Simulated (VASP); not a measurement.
# SiC (Moissanite 3C) (F-43m) in VASP: notebook, part 2 of 2

VASP 6.6.1.

**5. Relaxation of the atoms, r2SCAN (a relaxed cell with its volume scaled by 0.98)**

File INCAR:

```
  ALGO = Normal
  EDIFF = 1E-7
  EDIFFG = -0.01
  ENCUT = 600
  IBRION = 2
  ISIF = 2
  ISMEAR = 0
  LASPH = True
  LCHARG = False
  LMIXTAU = True
  LREAL = False
  LWAVE = False
  METAGGA = R2SCAN
  NELM = 80
  NSW = 40
  PREC = Accurate
  SIGMA = 0.03
```

File KPOINTS:

```
k-points
0
Gamma
  10 10 10
```

File POSCAR:

```
SiC                                     
1.0
    0.0000000000      2.1624320433      2.1624320433
    2.1624320433      0.0000000000      2.1624320433
    2.1624320433      2.1624320433      0.0000000000
  Si              C             
     1     1
Direct
     0.0000000000000000    0.0000000000000000    0.0000000000000000
     0.2500000000000000    0.2500000000000000    0.2500000000000000
```

The run is started by

```console
$ cat potpaw_PBE.64/Si/POTCAR potpaw_PBE.64/C/POTCAR > POTCAR
$ mpirun -np 1 vasp_std > vasp.out
```

It took 35 s on 1 thread of Intel Xeon Platinum 8259CL at 2.50GHz (Skylake/Cascade Lake), shared host; peak memory 0.14 GiB.

The run converged. Its results:

```yaml
Free_energy: -19.3224 eV
Pressure_after_relaxing: 4.8 GPa
Band_gap_on_the_k_mesh: 1.71 eV, indirect (least direct gap 5.09 eV)
```

Final structure:
```
Si C
1.0
     0.00000    2.16243    2.16243
     2.16243    0.00000    2.16243
     2.16243    2.16243    0.00000
Si C
1 1
Direct
  0.00000 0.00000 0.00000
  0.25000 0.25000 0.25000
```

Levels at points of the mesh, in eV from the valence-band top:
```
           k point  band 2  band 3  band 4  band 5  band 6  band 7
(0.00, 0.00, 0.00)    0.00    0.00    0.00    7.12    8.02    8.02
(0.50, 0.00, 0.00)   -8.94   -1.11   -1.11    6.22    7.85    7.85
(0.50, 0.50, 0.00)   -8.12   -3.38   -3.38    1.71    4.91   15.42
```

Caveat: the relaxation stopped at its first step, so nothing moved; the PAW data sets were made with another functional, which shifts forces and pressure a little.

**6. Relaxation of the atoms, r2SCAN**

INCAR is that of step 5.

KPOINTS is that of step 5.

File POSCAR:

```
SiC                                     
1.0
    0.0000000000      2.1770435138      2.1770435138
    2.1770435138      0.0000000000      2.1770435138
    2.1770435138      2.1770435138      0.0000000000
  Si              C             
     1     1
Direct
     0.0000000000000000    0.0000000000000000    0.0000000000000000
     0.2500000000000000    0.2500000000000000    0.2500000000000000
```

Potentials or basis: VASP PAW PBE potentials, release 64 (Si, C).

The run is started by

```console
$ cat potpaw_PBE.64/Si/POTCAR potpaw_PBE.64/C/POTCAR > POTCAR
$ mpirun -np 1 vasp_std > vasp.out
```

OUTCAR:

```text
EDIFF = 1E-7
   EDIFFG = -0.01
   ENCUT = 600
   IBRION = 2
   ISIF = 2
   ISMEAR = 0
   LASPH = True
   LREAL = False
   METAGGA = R2SCAN
   NELM = 80
   NSW = 40
   PREC = Accurate

 ion  position               nearest neighbor table
   1  0.000  0.000  0.000-   2 1.89   2 1.89   2 1.89   2 1.89
   2  0.250  0.250  0.250-   1 1.89   1 1.89   1 1.89   1 1.89

  LATTYP: Found a face centered cubic cell.
 ALAT       =     4.3540870276

  Lattice vectors:

 A1 = (   0.0000000000,   2.1770435138,   2.1770435138)
 A2 = (   2.1770435138,   0.0000000000,   2.1770435138)
 A3 = (   2.1770435138,   2.1770435138,   0.0000000000)

Analysis of symmetry for initial positions (statically):
=====================================================================
 Subroutine PRICEL returns:
 Original cell was already a primitive cell.

 Routine SETGRP: Setting up the symmetry group for a
 face centered cubic supercell.

 Subroutine GETGRP returns: Found 24 space group operations
 (whereof 24 operations were pure point group operations)
 out of a pool of 48 trial point group operations.

The static configuration has the point symmetry T_d .

Analysis of symmetry for dynamics (positions and initial velocities):
=====================================================================
 Subroutine PRICEL returns:
 Original cell was already a primitive cell.

 Routine SETGRP: Setting up the symmetry group for a
 face centered cubic supercell.

 Subroutine GETGRP returns: Found 24 space group operations
 (whereof 24 operations were pure point group operations)
 out of a pool of 48 trial point group operations.

The dynamic configuration has the point symmetry T_d .

 Subroutine INISYM returns: Found 24 space group operations
 (whereof 24 operations are pure point group operations),
 and found     1 'primitive' translations

----------------------------------------------------------------------------------------

                                     Primitive cell

  volume of cell :      20.6363

  direct lattice vectors                    reciprocal lattice vectors
     0.000000000  2.177043514  2.177043514    -0.229669272  0.229669272  0.229669272
     2.177043514  0.000000000  2.177043514     0.229669272 -0.229669272  0.229669272
     2.177043514  2.177043514  0.000000000     0.229669272  0.229669272 -0.229669272

  length of vectors
     3.078804463  3.078804463  3.078804463     0.397798849  0.397798849  0.397798849

  position of ions in fractional coordinates (direct lattice)
     0.000000000  0.000000000  0.000000000
     0.250000000  0.250000000  0.250000000

  ion indices of the primitive-cell ions
   primitive index   ion index
                 1           1
                 2           2

----------------------------------------------------------------------------------------

 KPOINTS: k-points

Automatic generation of k-mesh.
 Grid dimensions read from file:
 generate k-points for:   10   10   10

 Generating k-lattice:

  Cartesian coordinates                     Fractional coordinates (reciprocal lattice)
    -0.022966927  0.022966927  0.022966927     0.100000000  0.000000000  0.000000000
     0.022966927 -0.022966927  0.022966927     0.000000000  0.100000000  0.000000000
     0.022966927  0.022966927 -0.022966927     0.000000000  0.000000000  0.100000000

  Length of vectors
     0.039779885  0.039779885  0.039779885

  Shift w.r.t. Gamma in fractional coordinates (k-lattice)
     0.000000000  0.000000000  0.000000000

 Subroutine IBZKPT returns following result:
 ===========================================

 Found     47 irreducible k-points:

 Following reciprocal coordinates:
            Coordinates               Weight
  0.000000  0.000000  0.000000      1.000000
  0.100000  0.000000  0.000000      8.000000
  0.200000  0.000000  0.000000      8.000000
  0.300000  0.000000  0.000000      8.000000
  0.400000  0.000000  0.000000      8.000000
  0.500000  0.000000  0.000000      4.000000
[... 16 lines left out ...]
  0.300000  0.300000  0.000000      6.000000
  0.400000  0.300000  0.000000     24.000000
 [... further k-points ...]
   k-points           NKPTS =     47   k-points in BZ     NKDIM =     47   number of bands    NBANDS=      8
   number of dos      NEDOS =    301   number of ions     NIONS =      2
   total plane-waves  NPLWV =  21952
   dimension x,y,z NGX =    28 NGY =   28 NGZ =   28
   dimension x,y,z NGXF=    56 NGYF=   56 NGZF=   56
   ions per type =               1   1
   NGX,Y,Z   is equivalent  to a cutoff of  15.12, 15.12, 15.12 a.u.
   NGXF,Y,Z  is equivalent  to a cutoff of  30.24, 30.24, 30.24 a.u.
 SYSTEM =  unknown system
   PREC   = accura    normal or accurate (medium, high low for compatibility)
   ISTART =      0    job   : 0-new  1-cont  2-samecut
   ICHARG =      2    charge: 1-file 2-atom 10-const
   ISPIN  =      1    spin polarized calculation?
   LNONCOLLINEAR =      F non collinear calculations
   LSORBIT =      F    spin-orbit coupling
   LASPH  =      T    aspherical Exc in radial PAW
   ENCUT  =  600.0 eV  44.10 Ry    6.64 a.u.   6.15  6.15  6.15*2*pi/ulx,y,z
   NELM   =     80;   NELMIN=  2; NELMDL= -5     # of ELM steps
   EDIFF  = 0.1E-06   stopping-criterion for ELM
   LREAL  =      F    real-space projection
   EDIFFG = -.1E-01   stopping-criterion for IOM
   NSW    =     40    number of steps for IOM
   IBRION =      2    ionic relax: 0-MD 1-quasi-New 2-CG
   NFREE  =      1    steps in history (QN), initial steepest desc. (CG)
   ISIF   =      2    stress and relaxation
   ISYM   =      2    0-nonsym 1-usesym 2-fastsym
   POTIM  = 0.5000    time-step for ionic-motion
   TEBEG  =    0.0;   TEEND  =   0.0 temperature during run
   PSTRESS=    0.0 pullay stress
   NELECT =       8.0000    total number of electrons
   NUPDOWN=      -1.0000    fix difference up-down
   EMIN   =  10.00;   EMAX   =-10.00  energy-range for DOS
   EFERMI =   0.00;   METHOD = LEGACY
   ISMEAR =     0;   SIGMA  =   0.03  broadening in eV -4-tet -1-fermi 0-gaus
   EFERMI_NEDOS =   21; number of points for ismear=-14 and -15
   IALGO  =     38    algorithm
   IMIX   =      4    mixing-type and parameters
     AMIX     =   0.40;   BMIX     =  1.00
     AMIX_MAG =   1.60;   BMIX_MAG =  1.00
  volume/ion in A,a.u.               =      10.32        69.63
  Fermi-wavevector in a.u.,A,eV,Ry     =   1.193698  2.255762 19.387137  1.424914
  Thomas-Fermi vector in A             =   2.329706
   LORBIT       =      0    0 simple, 1 ext, 2 COOP (PROOUT), +10 PAW based schemes
   METAGGA = R2SCAN    functional components
   LHFCALC =     F    Hartree Fock is set to
   AEXX    =    0.0000 exact exchange contribution
   IVDW    =     0    specifies the selected vdW correction
   LEPSILON=     F    determine dielectric tensor
   LRPA    =     F    only Hartree local field effects (RPA)
 conjugate gradient relaxation of ions
 non-spin polarized calculation
 Gauss-broadening in eV      SIGMA  =   0.03
  energy-cutoff  :      600.00
  volume of cell :       20.64
 maximum number of plane-waves:       701
 NGX is ok and might be reduce to    28
   NGX = 13   NGY = 13   NGZ = 13

 number of electron       8.0000000 magnetization

 Free energy of the ion-electron system (eV)
  ---------------------------------------------------
  ext. energy  EPLUGINS =         0.00000000
  ---------------------------------------------------
  free energy    TOTEN  =       -19.32896591 eV

  energy without entropy =      -19.32896591  energy(sigma->0) =      -19.32896591

 E-fermi :   8.1897     XC(G=0): -11.9463

 val. band max:        8.0113746053   @ k =   0.0000   0.0000   0.0000
 cond. band min:       9.7354941365   @ k =   0.5000   0.5000   0.0000
 fundamental gap:      1.7241195312
 Fermi energy:         8.1896609042

 k-point     1 :       0.0000    0.0000    0.0000
  band No.  band energies     occupation
      1      -8.1892      2.00000
      2       8.0114      2.00000
      3       8.0114      2.00000
      4       8.0114      2.00000
      5      14.8794      0.00000
      6      15.8815      0.00000
      7      15.8815      0.00000
      8      15.8815      0.00000
[... 243 lines left out ...]
 k-point    24 :       0.4000    0.3000    0.0000
  band No.  band energies     occupation
      1      -4.9479      2.00000
      2       2.1728      2.00000
      3       4.7349      2.00000
      4       5.2616      2.00000
      5      11.3120      0.00000
      6      14.1855      0.00000
      7      20.5408      0.00000
      8      20.8418      0.00000

 [... further k-points ...]

------------------------ aborting loop because EDIFF is reached ----------------------------------------

  FORCE on cell =-STRESS in cart. coord.  units (eV):
  Direction    XX          YY          ZZ          XY          YZ          ZX
  --------------------------------------------------------------------------------------
  -------------------------------------------------------------------------------------
  Total       -0.0003492     -0.0003492     -0.0003492     -0.0000000      0.0000000     -0.0000000
  in kB       -0.0271123     -0.0271123     -0.0271123     -0.0000000      0.0000000     -0.0000000
  external PRESSURE =      -0.0271123 kB  Pullay stress =       0.0000000 kB

 VOLUME and BASIS-vectors are now :
 -----------------------------------------------------------------------------
  energy-cutoff  :      600.00
  volume of cell :       20.64
      direct lattice vectors                 reciprocal lattice vectors
     0.000000000  2.177043514  2.177043514    -0.229669272  0.229669272  0.229669272
     2.177043514  0.000000000  2.177043514     0.229669272 -0.229669272  0.229669272
     2.177043514  2.177043514  0.000000000     0.229669272  0.229669272 -0.229669272

 POSITION                                       TOTAL-FORCE (eV/Angst)
 -----------------------------------------------------------------------------------
      0.00000      0.00000      0.00000         0.000000     -0.000000     -0.000000
      1.08852      1.08852      1.08852        -0.000000      0.000000      0.000000
 -----------------------------------------------------------------------------------
    total drift:                                0.000000      0.000000      0.000000

  FREE ENERGIE OF THE ION-ELECTRON SYSTEM (eV)
  ---------------------------------------------------
  free  energy   TOTEN  =       -19.3289659081 eV

  energy  without entropy=      -19.3289659081  energy(sigma->0) =      -19.32896591

 reached required accuracy - stopping structural energy minimisation
```

OSZICAR:

```text
N       E                     dE             d eps       ncg     rms          rms(c)
DAV:   1     0.245709897675E+01    0.24571E+01   -0.46715E+03   752   0.994E+02
DAV:   2    -0.219147639198E+02   -0.24372E+02   -0.23249E+02  1096   0.119E+02
DAV:   3    -0.223294367040E+02   -0.41467E+00   -0.41467E+00   864   0.194E+01
DAV:   4    -0.223307096316E+02   -0.12729E-02   -0.12729E-02  1200   0.119E+00
[... 10 lines left out ...]
DAV:  15    -0.193289633186E+02    0.12679E-05   -0.33642E-06  1120   0.221E-02    0.602E-03
DAV:  16    -0.193289650001E+02   -0.16815E-05   -0.49581E-07   912   0.672E-03    0.322E-03
DAV:  17    -0.193289657722E+02   -0.77215E-06   -0.13210E-06   856   0.794E-03    0.358E-03
DAV:  18    -0.193289659475E+02   -0.17522E-06   -0.88422E-08   408   0.320E-03    0.688E-04
DAV:  19    -0.193289659081E+02    0.39304E-07   -0.14338E-08   400   0.127E-03
   1 F= -.19328966E+02 E0= -.19328966E+02  d E =-.193290E+02
```

CONTCAR:

```text
SiC
   1.00000000000000
     0.0000000000000000    2.1770435138000002    2.1770435138000002
     2.1770435138000002    0.0000000000000000    2.1770435138000002
     2.1770435138000002    2.1770435138000002    0.0000000000000000
  Si              C
     1     1
Direct
     0.0000000000000000    0.0000000000000000    0.0000000000000000
     0.2500000000000000    0.2500000000000000    0.2500000000000000

  0.00000000E+00  0.00000000E+00  0.00000000E+00
  0.00000000E+00  0.00000000E+00  0.00000000E+00
```

It took 82 s on 1 thread of Intel Xeon Platinum 8259CL at 2.50GHz (Skylake/Cascade Lake), shared host; peak memory 0.16 GiB.

Results:

- Free energy: -19.3290 eV
- Pressure after relaxing: 0.0 GPa
- Band gap on the k mesh: 1.72 eV, indirect (least direct gap 5.06 eV)

Final structure:
```yaml
crystal:
  lattice:
    - [0.00000, 2.17704, 2.17704]
    - [2.17704, 0.00000, 2.17704]
    - [2.17704, 2.17704, 0.00000]
  atoms:
    - { symbol: Si, position: [0.00000, 0.00000, 0.00000] }
    - { symbol: C, position: [0.25000, 0.25000, 0.25000] }
```

Levels at points of the mesh, in eV from the valence-band top:
```csv
k point,band 2,band 3,band 4,band 5,band 6,band 7
"(0.00, 0.00, 0.00)",0.00,0.00,0.00,6.87,7.87,7.87
"(0.50, 0.00, 0.00)",-8.83,-1.11,-1.11,6.02,7.76,7.76
"(0.50, 0.50, 0.00)",-8.06,-3.34,-3.34,1.72,4.83,15.16
```

Caveat: the relaxation stopped at its first step, so nothing moved; the PAW data sets were made with another functional, which shifts forces and pressure a little.

**7. Summary**

```csv
task,cell,gap on the mesh (eV),pressure (GPa)
relaxation of cell and atoms,relaxed,1.72,0.0
relaxation of the atoms,atoms relaxed from: a relaxed cell with its volume scaled by 0.94,1.68,15.9
relaxation of the atoms,atoms relaxed from: a relaxed cell with its volume scaled by 0.96,1.70,10.0
relaxation of the atoms,atoms relaxed from: a relaxed cell with its volume scaled by 0.98,1.71,4.8
relaxation of the atoms,atoms relaxed,1.72,0.0
```

Alike in all rows: level r2SCAN; potentials or basis VASP PAW PBE potentials, release 64 (Si, C); no spin polarisation; k mesh 10 × 10 × 10; cutoff (eV) 600; smearing gaussian 0.03 eV.

Caveats: the relaxation stopped at its first step, so nothing moved; the PAW data sets were made with another functional, which shifts forces and pressure a little.

Total energies depend on the potentials used, so only differences within one code and one set of settings carry meaning.

**8. Against experiment**

Step 6. Against the measured gap of SiC, 2.4 eV (indirect; quoted in “Insight into the structural, elastic and electronic properties of a new orthorhombic 6O-SiC polytype”, 2020, pmc:7200658), the calculated 1.72 eV is off by -0.68 eV. The value is that of r2SCAN on a finite k mesh, which can miss the band edges, without temperature or zero-point motion.
